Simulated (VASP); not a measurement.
# SrTiO3: single point with TB-mBJ

Crystal: SrTiO3.

```
Sr Ti O
1.0
     3.90500    0.00000    0.00000
     0.00000    3.90500    0.00000
     0.00000    0.00000    3.90500
Sr Ti O
1 1 3
Direct
  0.00000 0.00000 0.00000
  0.50000 0.50000 0.50000
  0.00000 0.50000 0.50000
  0.50000 0.00000 0.50000
  0.50000 0.50000 0.00000
```

```
Program             : VASP 6.6.1
Task                : single point
Functional          : TB-mBJ
Potentials or basis : VASP PAW PBE potentials, release 64 (Sr_sv, Ti_sv, O)
Cutoff              : 520 eV
k mesh              : 8 × 8 × 8
Occupations         : fermi-dirac, width 0.05 eV
Spin                : no spin polarisation
```

| Property | Result |
| --- | --- |
| Band gap on the k mesh | 2.83 eV, indirect (least direct gap 3.25 eV) |

Levels at points of the mesh, in eV from the valence-band top:
| k point | band 17 | band 18 | band 19 | band 20 | band 21 | band 22 | band 23 | band 24 |
| --- | --- | --- | --- | --- | --- | --- | --- | --- |
| (0.00, 0.00, 0.00) | -1.10 | -0.42 | -0.42 | -0.42 | 2.83 | 2.83 | 2.83 | 4.26 |
| (0.50, 0.00, 0.00) | -2.06 | -1.69 | -0.76 | -0.76 | 2.96 | 4.27 | 4.46 | 4.46 |
| (0.50, 0.50, 0.00) | -1.69 | -1.44 | -1.44 | -0.08 | 4.47 | 4.47 | 5.00 | 5.34 |
| (0.50, 0.50, 0.50) | -3.39 | 0.00 | 0.00 | 0.00 | 5.14 | 5.14 | 5.14 | 7.93 |

Run time: 5.6 min on 1 thread of Intel(R) Xeon(R) Platinum 8488C (Sapphire Rapids), on a shared host, peak memory 0.21 GiB.

 A k mesh can miss the band edges.
